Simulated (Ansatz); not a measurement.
Born–Oppenheimer molecular dynamics of a periodic cell of 17 atoms, Mg₈O₉ (host MgO, host structure Fm-3m, interstitial O). It goes on from the last frame of an earlier run, with new velocities.

These are results of DFT PBEsol, scalar-relativistic, plane waves, PAW (Ansatz), not measurements. Settings: accuracy low, PAW set soft_1, cutoff 420 eV, k mesh 2x2x2, fermi-dirac smearing 0.05 eV, spin collinear.

```json
{
 "ensemble": "NVT, Langevin thermostat",
 "time step": "1 fs",
 "steps asked": "300",
 "set temperature": "840 K",
 "friction": "0.05 /fs",
 "seed": "246809"
}
```

Frames 5 fs apart, positions in Å, forces in eV/Å.

Velocities at 200.0 fs (Å/ps):

```
Mg 0.70 -5.01 -1.15
O -1.09 -7.70 0.80
Mg -8.34 8.06 5.80
O 2.88 -8.83 -0.38
Mg -4.23 1.36 -6.79
O 0.65 0.58 -2.79
Mg -3.81 -1.17 0.06
O -2.06 -0.68 2.09
Mg 3.64 4.28 1.84
O -11.08 5.73 -0.21
Mg -2.64 6.02 6.09
O 1.08 5.02 3.05
Mg -7.91 0.06 12.94
O -4.35 5.24 4.69
Mg 5.53 7.38 -6.19
O 3.84 -4.81 3.68
O 4.46 -2.91 0.28
```

```xyz
17
Lattice="0.0000 4.1948 4.1948 4.1948 0.0000 4.1948 4.1948 4.1948 0.0000" Properties=species:S:1:pos:R:3:forces:R:3 time_fs=200.0 energy_less_start_eV=1.500 T=618
Mg -0.095 0.048 0.081 -0.52 -0.99 -1.05
O 1.966 2.030 2.165 -0.16 1.97 -0.98
Mg 1.813 2.199 -0.067 1.51 -0.40 0.45
O 4.138 4.151 2.274 -0.76 0.39 -1.37
Mg 1.903 0.221 2.143 0.30 -0.87 0.72
O 4.064 2.043 4.124 -0.48 0.69 1.10
Mg 3.988 2.106 2.132 -0.41 -0.26 -0.60
O 6.317 4.168 4.205 -1.13 0.37 0.42
Mg -0.115 2.054 2.029 2.60 -0.45 1.35
O 1.864 4.219 4.090 0.81 0.27 1.25
Mg 1.887 4.021 2.085 0.96 -0.58 -0.49
O 4.101 6.311 4.192 -0.56 -0.11 0.33
Mg 1.939 2.206 4.187 -0.05 -1.03 0.18
O 4.165 4.170 6.273 -1.04 0.46 -0.44
Mg 3.891 4.281 4.263 0.84 -0.15 -0.06
O 5.815 5.817 6.487 0.78 2.21 -1.03
O 6.680 6.932 6.009 -2.68 -1.54 0.23
17
Lattice="0.0000 4.1948 4.1948 4.1948 0.0000 4.1948 4.1948 4.1948 0.0000" Properties=species:S:1:pos:R:3:forces:R:3 time_fs=205.0 energy_less_start_eV=1.591 T=713
Mg -0.106 0.027 0.050 -0.75 -0.43 -0.83
O 1.946 2.005 2.156 0.07 3.01 -0.58
Mg 1.793 2.230 -0.056 1.52 -0.80 0.25
O 4.163 4.130 2.292 -1.18 0.58 -1.51
Mg 1.882 0.228 2.110 0.70 -1.63 0.63
O 4.079 2.031 4.128 -0.99 0.80 1.17
Mg 3.959 2.113 2.138 0.20 -0.50 -0.29
O 6.291 4.157 4.215 -1.04 0.72 0.47
Mg -0.063 2.076 2.057 1.26 -0.19 0.82
O 1.831 4.256 4.092 1.42 -0.26 1.41
Mg 1.883 4.048 2.099 0.96 -1.34 -0.53
O 4.101 6.338 4.207 -0.57 -0.29 0.28
Mg 1.911 2.217 4.235 0.48 -0.98 -0.38
O 4.144 4.186 6.297 -0.77 0.48 -0.77
Mg 3.933 4.321 4.239 0.39 -0.52 0.43
O 5.850 5.811 6.496 -0.01 2.75 -0.94
O 6.680 6.925 6.012 -1.70 -1.38 0.37
17
Lattice="0.0000 4.1948 4.1948 4.1948 0.0000 4.1948 4.1948 4.1948 0.0000" Properties=species:S:1:pos:R:3:forces:R:3 time_fs=210.0 energy_less_start_eV=1.663 T=858
Mg -0.128 0.003 0.014 -0.91 0.26 -0.85
O 1.903 2.042 2.148 1.15 1.93 -0.22
Mg 1.800 2.261 -0.057 1.32 -1.11 0.04
O 4.159 4.125 2.299 -1.37 0.69 -1.64
Mg 1.847 0.215 2.062 1.33 -0.74 0.60
O 4.092 2.046 4.123 -1.38 0.65 1.26
Mg 3.905 2.139 2.146 1.02 -1.05 -0.15
O 6.239 4.168 4.227 -0.68 1.05 0.35
Mg 0.032 2.048 2.091 -2.18 0.92 0.06
O 1.807 4.306 4.101 1.58 -0.86 1.61
Mg 1.885 4.057 2.129 0.50 -0.97 -0.69
O 4.068 6.364 4.206 -0.25 -0.45 0.34
Mg 1.906 2.222 4.267 0.58 -0.94 -0.60
O 4.110 4.199 6.294 -0.43 0.59 -0.72
Mg 3.978 4.338 4.225 0.11 -0.71 0.99
O 5.884 5.819 6.505 -1.23 1.99 -0.63
O 6.641 6.919 6.019 0.84 -1.23 0.24
17
Lattice="0.0000 4.1948 4.1948 4.1948 0.0000 4.1948 4.1948 4.1948 0.0000" Properties=species:S:1:pos:R:3:forces:R:3 time_fs=215.0 energy_less_start_eV=1.948 T=603
Mg -0.150 -0.009 -0.034 -0.86 0.59 -0.70
O 1.859 2.089 2.132 2.81 0.65 -0.01
Mg 1.811 2.294 -0.067 0.88 -1.44 0.12
O 4.123 4.115 2.271 -1.08 0.98 -1.36
Mg 1.822 0.173 2.032 1.37 0.96 0.55
O 4.079 2.067 4.108 -1.22 0.46 1.20
Mg 3.865 2.167 2.131 1.26 -1.55 0.04
O 6.171 4.203 4.257 -0.12 0.94 -0.17
Mg 0.096 2.021 2.107 -4.59 1.27 -0.32
O 1.794 4.313 4.127 1.36 -0.92 1.35
Mg 1.891 4.075 2.154 0.23 -1.01 -0.66
O 4.030 6.338 4.224 0.02 0.23 0.05
Mg 1.929 2.221 4.297 0.38 -0.95 -1.04
O 4.090 4.221 6.276 -0.35 0.57 -0.36
Mg 4.016 4.364 4.224 -0.19 -1.15 1.06
O 5.912 5.827 6.504 -2.04 1.38 -0.13
O 6.635 6.913 6.024 2.13 -1.02 0.38
17
Lattice="0.0000 4.1948 4.1948 4.1948 0.0000 4.1948 4.1948 4.1948 0.0000" Properties=species:S:1:pos:R:3:forces:R:3 time_fs=220.0 energy_less_start_eV=1.895 T=724
Mg -0.173 -0.029 -0.060 -0.92 0.99 -0.52
O 1.848 2.102 2.157 2.87 0.41 -0.07
Mg 1.838 2.293 -0.067 0.05 -1.31 0.37
O 4.104 4.086 2.246 -0.90 1.51 -1.03
Mg 1.817 0.150 2.023 1.31 1.25 0.50
O 4.031 2.088 4.113 -0.39 0.22 0.90
Mg 3.853 2.173 2.096 1.14 -1.77 0.63
O 6.111 4.230 4.317 0.44 0.47 -0.77
Mg 0.098 2.015 2.111 -4.46 1.11 -0.56
O 1.760 4.306 4.163 1.36 -0.72 0.79
Mg 1.896 4.093 2.171 -0.09 -0.78 -0.48
O 3.994 6.316 4.242 0.09 0.79 -0.40
Mg 1.958 2.228 4.310 0.20 -0.98 -1.26
O 4.048 4.255 6.254 -0.01 0.50 0.09
Mg 4.035 4.384 4.221 -0.31 -1.71 0.99
O 5.901 5.869 6.502 -2.88 -0.18 0.34
O 6.671 6.891 6.035 2.50 0.19 0.48
17
Lattice="0.0000 4.1948 4.1948 4.1948 0.0000 4.1948 4.1948 4.1948 0.0000" Properties=species:S:1:pos:R:3:forces:R:3 time_fs=225.0 energy_less_start_eV=1.551 T=726
Mg -0.183 -0.044 -0.067 -1.00 1.46 -0.35
O 1.870 2.113 2.193 1.27 0.30 -0.33
Mg 1.888 2.279 -0.047 -0.83 -1.07 0.14
O 4.076 4.077 2.208 -0.56 1.85 -0.53
Mg 1.837 0.145 2.027 0.80 1.17 0.53
O 3.996 2.066 4.114 0.22 0.45 0.81
Mg 3.851 2.176 2.058 1.14 -1.61 1.25
O 6.070 4.256 4.371 0.65 -0.11 -1.36
Mg 0.062 2.023 2.108 -2.09 0.40 -0.70
O 1.733 4.312 4.204 1.58 -0.71 0.14
Mg 1.890 4.096 2.164 -0.22 -0.06 -0.06
O 3.976 6.319 4.242 0.08 0.84 -0.73
Mg 1.964 2.224 4.291 0.36 -0.80 -0.46
O 3.986 4.318 6.235 0.51 0.16 0.33
Mg 4.030 4.394 4.219 -0.30 -2.02 0.74
O 5.847 5.912 6.492 -2.18 -0.11 0.00
O 6.747 6.888 6.065 0.57 -0.15 0.58
17
Lattice="0.0000 4.1948 4.1948 4.1948 0.0000 4.1948 4.1948 4.1948 0.0000" Properties=species:S:1:pos:R:3:forces:R:3 time_fs=230.0 energy_less_start_eV=1.578 T=810
Mg -0.202 -0.055 -0.079 -1.05 1.67 0.00
O 1.876 2.119 2.242 0.36 0.19 -0.67
Mg 1.907 2.251 -0.030 -1.24 -0.82 -0.02
O 4.071 4.092 2.171 -0.59 1.55 0.08
Mg 1.861 0.133 2.028 0.18 1.29 0.59
O 3.970 2.023 4.124 0.38 0.98 0.88
Mg 3.856 2.159 2.037 0.51 -0.54 1.46
O 6.070 4.255 4.415 0.36 -0.36 -1.69
Mg 0.015 2.037 2.103 1.26 -1.04 -0.55
O 1.700 4.314 4.225 2.05 -0.86 -0.05
Mg 1.882 4.087 2.169 -0.04 0.47 0.22
O 3.949 6.334 4.218 0.26 0.33 -0.48
Mg 1.959 2.215 4.309 0.39 -0.73 -0.16
O 3.952 4.391 6.232 0.56 -0.79 0.21
Mg 4.030 4.386 4.230 -0.16 -1.83 0.23
O 5.755 5.942 6.484 -0.17 0.42 -0.56
O 6.814 6.877 6.134 -3.07 0.06 0.49
17
Lattice="0.0000 4.1948 4.1948 4.1948 0.0000 4.1948 4.1948 4.1948 0.0000" Properties=species:S:1:pos:R:3:forces:R:3 time_fs=235.0 energy_less_start_eV=1.828 T=951
Mg -0.222 -0.061 -0.104 -0.73 1.81 0.32
O 1.887 2.159 2.281 -0.31 -0.28 -1.03
Mg 1.918 2.212 0.006 -1.41 -0.51 -0.32
O 4.063 4.133 2.125 -0.54 1.02 0.71
Mg 1.862 0.135 2.043 0.20 0.96 0.55
O 3.951 1.983 4.135 0.52 1.62 1.07
Mg 3.856 2.156 2.023 -0.29 0.60 1.48
O 6.091 4.270 4.454 -0.25 -0.63 -2.03
Mg -0.015 2.030 2.080 3.22 -1.68 -0.46
O 1.710 4.301 4.244 1.97 -0.67 -0.20
Mg 1.876 4.100 2.173 0.02 0.88 0.64
O 3.927 6.368 4.182 0.56 -0.58 0.08
Mg 1.932 2.198 4.333 0.54 -0.50 -0.22
O 3.915 4.455 6.257 0.62 -1.72 -0.19
Mg 4.036 4.359 4.262 -0.26 -1.35 -0.22
O 5.679 5.999 6.471 0.66 -0.52 -0.22
O 6.817 6.835 6.204 -4.51 1.57 0.06
17
Lattice="0.0000 4.1948 4.1948 4.1948 0.0000 4.1948 4.1948 4.1948 0.0000" Properties=species:S:1:pos:R:3:forces:R:3 time_fs=240.0 energy_less_start_eV=2.000 T=877
Mg -0.246 -0.044 -0.133 -0.20 1.45 0.52
O 1.891 2.225 2.300 -0.38 -1.16 -1.19
Mg 1.923 2.165 0.037 -1.34 -0.11 -0.55
O 4.044 4.188 2.103 -0.12 0.45 1.13
Mg 1.855 0.146 2.038 0.29 1.07 0.56
O 3.933 1.962 4.169 0.84 2.14 0.98
Mg 3.876 2.168 2.015 -1.44 1.14 1.39
O 6.151 4.294 4.494 -1.23 -0.80 -2.66
Mg -0.010 2.018 2.060 1.20 -0.63 -0.26
O 1.741 4.279 4.245 1.51 -0.35 -0.22
Mg 1.885 4.132 2.159 -0.02 1.00 1.36
O 3.895 6.396 4.177 1.04 -1.16 0.25
Mg 1.910 2.164 4.349 0.53 -0.03 -0.44
O 3.895 4.486 6.272 0.51 -2.12 -0.43
Mg 4.043 4.314 4.302 -0.38 -0.85 -0.60
O 5.642 6.058 6.443 -1.30 -2.99 0.54
O 6.734 6.814 6.270 0.48 2.94 -0.39
17
Lattice="0.0000 4.1948 4.1948 4.1948 0.0000 4.1948 4.1948 4.1948 0.0000" Properties=species:S:1:pos:R:3:forces:R:3 time_fs=245.0 energy_less_start_eV=2.038 T=1016
Mg -0.280 0.000 -0.183 0.58 0.71 0.90
O 1.907 2.275 2.289 -0.51 -1.64 -1.14
Mg 1.917 2.122 0.043 -0.71 0.27 -0.61
O 4.024 4.233 2.120 0.30 0.05 0.99
Mg 1.847 0.166 2.048 0.21 1.35 0.30
O 3.934 2.007 4.193 1.00 1.80 0.72
Mg 3.906 2.192 2.017 -3.44 1.47 0.89
O 6.198 4.288 4.487 -1.87 -0.56 -2.63
Mg 0.003 1.996 2.033 -0.20 0.29 0.34
O 1.798 4.275 4.228 0.70 -0.04 -0.04
Mg 1.877 4.182 2.150 0.24 0.35 1.54
O 3.901 6.425 4.169 1.09 -1.28 0.27
Mg 1.895 2.136 4.358 0.36 0.54 -0.79
O 3.890 4.486 6.257 0.50 -1.73 -0.19
Mg 4.060 4.266 4.334 -0.67 -0.42 -1.15
O 5.595 6.081 6.393 -0.30 -3.62 0.69
O 6.675 6.843 6.290 2.71 2.47 -0.10
17
Lattice="0.0000 4.1948 4.1948 4.1948 0.0000 4.1948 4.1948 4.1948 0.0000" Properties=species:S:1:pos:R:3:forces:R:3 time_fs=250.0 energy_less_start_eV=1.896 T=911
Mg -0.304 0.036 -0.223 0.80 0.32 1.04
O 1.915 2.289 2.255 -0.51 -1.67 -1.00
Mg 1.902 2.083 0.046 0.01 0.87 -0.76
O 3.992 4.265 2.165 0.63 -0.18 0.46
Mg 1.848 0.171 2.037 -0.17 1.46 0.56
O 3.938 2.087 4.196 1.13 0.74 0.43
Mg 3.908 2.231 2.038 -4.97 1.56 0.35
O 6.210 4.282 4.434 -2.04 -0.38 -1.74
Mg 0.013 1.991 2.028 -0.44 0.47 0.70
O 1.867 4.263 4.234 -0.26 0.29 -0.32
Mg 1.860 4.211 2.168 0.63 -0.20 0.62
O 3.925 6.458 4.140 0.85 -1.21 0.51
Mg 1.877 2.127 4.359 0.20 0.60 -1.01
O 3.875 4.462 6.198 0.77 -0.84 1.10
Mg 4.053 4.216 4.355 -0.48 0.00 -2.04
O 5.540 6.062 6.327 3.67 -2.02 0.71
O 6.684 6.867 6.282 0.19 0.18 0.36
17
Lattice="0.0000 4.1948 4.1948 4.1948 0.0000 4.1948 4.1948 4.1948 0.0000" Properties=species:S:1:pos:R:3:forces:R:3 time_fs=255.0 energy_less_start_eV=1.602 T=858
Mg -0.315 0.053 -0.249 0.70 -0.05 1.16
O 1.901 2.304 2.204 -0.29 -1.87 -0.63
Mg 1.902 2.063 0.038 0.26 1.30 -0.94
O 3.972 4.288 2.212 0.64 -0.30 -0.25
Mg 1.866 0.184 2.018 -0.78 1.34 0.87
O 3.969 2.178 4.215 0.74 -0.64 -0.09
Mg 3.864 2.259 2.072 -3.04 1.22 0.06
O 6.182 4.257 4.345 -1.40 -0.03 -0.85
Mg 0.007 2.011 2.029 -0.49 0.28 0.85
O 1.908 4.260 4.236 -0.95 0.32 -0.54
Mg 1.851 4.204 2.199 0.87 -0.21 -0.32
O 3.956 6.434 4.130 0.52 -0.50 0.52
Mg 1.875 2.112 4.351 -0.01 0.56 -0.87
O 3.855 4.431 6.140 1.08 -0.09 2.62
Mg 4.043 4.196 4.353 -0.08 0.43 -2.79
O 5.530 6.010 6.284 3.18 -0.83 0.67
O 6.679 6.883 6.269 -0.95 -0.93 0.50
```

Of the whole run (300 fs, mean temperature of the second half 818 K): A run of 0.3 ps of so small a system gives no equilibrium averages. Limits of this set-up: coarse k mesh, PAW files made for another functional, low accuracy level.

Time of the run: 27 min on 2 threads of Arm Neoverse V1, on a shared host, peak memory 0.52 GiB.
